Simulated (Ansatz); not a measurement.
Crystal: InP.

```xyz
2
Lattice="0.0000 2.9305 2.9305 2.9305 0.0000 2.9305 2.9305 2.9305 0.0000" Properties=species:S:1:pos:R:3 pbc="T T T"
In    0.0000    0.0000    0.0000
P     4.3957    4.3957    4.3957
```

Base run:

* Program: Ansatz 0.2.0
* Functional: PBE
* Potentials or basis: Ansatz PAW
* Cutoff: 250 eV
* Density cutoff: 1000 eV
* k mesh: 8 × 8 × 8
* Occupations: fermi-dirac, width 0.05 eV
* Spin: no spin polarisation

Its results: band gap on the k mesh 0.77 eV, direct; pressure 3.4 GPa.

Question: The run is repeated on the same cell with these changes: functional from PBE to PBEsol; cutoff from 250 eV to 420 eV (not typed: the program's choice for these potentials). What comes out?

Answer: Band gap on the k mesh 0.62 eV, direct; pressure 0.6 GPa.

PBEsol binds more tightly than PBE, so the same cell stands under less pressure.

Caveats: spin-orbit coupling is left out, which moves the levels of the heavy elements; the pressure holds a Pulay correction of +25.9 GPa for the finite cutoff (some runs); the cutoff lies under the one recommended for these potentials (some runs); the PAW data sets come from PBE, with cores solved anew for the run's functional, which leaves a small shift of forces and pressure (some runs).
